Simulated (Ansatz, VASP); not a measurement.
Y in VASP and in Ansatz

File INCAR:

```
PREC     = Accurate       # precision mode
ENCUT    = 520            # plane-wave cutoff, eV
EDIFF    = 1E-6           # SCF threshold, eV
ISMEAR   = -1             # smearing method
SIGMA    = 0.05           # smearing width, eV
LREAL    = False          # projectors in reciprocal space
LASPH    = True           # aspherical terms in the spheres
NELM     = 80             # most SCF steps
ALGO     = Fast           # electronic algorithm
ISIF     = 2              # what is computed and relaxed
LWAVE    = False          # write WAVECAR
LCHARG   = False          # write CHGCAR
NBANDS   = 12             # bands
```

The input KPOINTS:

```
Automatic mesh
0
Gamma
  5 5 5
```

Contents of POSCAR:

```
Y
1.0
    0.0000000000      2.5519910612      2.5519910612
    2.5519910612      0.0000000000      2.5519910612
    2.5519910612      2.5519910612      0.0000000000
Y
1
Direct
    0.0000000000      0.0000000000      0.0000000000
```

The input input.yaml:

```yaml
crystal:
  lattice:
    - [0.0, 2.5519910612, 2.5519910612]
    - [2.5519910612, 0.0, 2.5519910612]
    - [2.5519910612, 2.5519910612, 0.0]
  atoms:
    - { symbol: "Y", position: [0.0, 0.0, 0.0] }
hamiltonian:
  xc: lda
  pseudopotentials: { kind: paw }
kpoints:
  mp_grid: { grid: [5, 5, 5] }
  band_path:
    path:
      - [[0.0, 0.0, 0.0], [0.5, 0.0, 0.5], [0.5, 0.25, 0.75], [0.375, 0.375, 0.75], [0.0, 0.0, 0.0], [0.5, 0.5, 0.5], [0.625, 0.25, 0.625], [0.5, 0.25, 0.75], [0.5, 0.5, 0.5], [0.375, 0.375, 0.75]]
      - [[0.625, 0.25, 0.625], [0.5, 0.0, 0.5]]
    npoints: 14
scf:
  occupations: { method: fermi_dirac, width: 0.05 }
  n_extra_bands: 6
output:
  forces: true
  stress: true
  eigenvalues: true
  fatbands: true
```

This isn't the form of Y at room conditions, which is hcp.

Alike in both runs: functional LDA; k mesh 5 × 5 × 5; occupations fermi-dirac, width 0.05 eV; no spin polarisation.

|  | VASP | Ansatz |
| --- | --- | --- |
| version | VASP 6.6.1 | Ansatz 0.2.0 |
| potentials or method | VASP PAW LDA potentials, release 64 (Y_sv) | Ansatz PAW |
| plane-wave cutoff (eV) | 520 | 420 |
| valence electrons in the cell | 11 | 11 |
| task | single point | band structure |

|  | VASP | Ansatz | Ansatz less VASP |
| --- | --- | --- | --- |
| gap on the k mesh at the Fermi level (eV) | none | none | - |
| pressure (GPa) | -4.1 | -3.9 | +0.13 |

A gap of «none» marks a metal or a gap that the smearing closes.

Caveats: the k mesh is coarse (spacing up to 0.43 Å⁻¹), so the values aren't converged; the PAW data sets come from PBE, with cores solved anew for the run's functional, which leaves a small shift of forces and pressure (Ansatz).
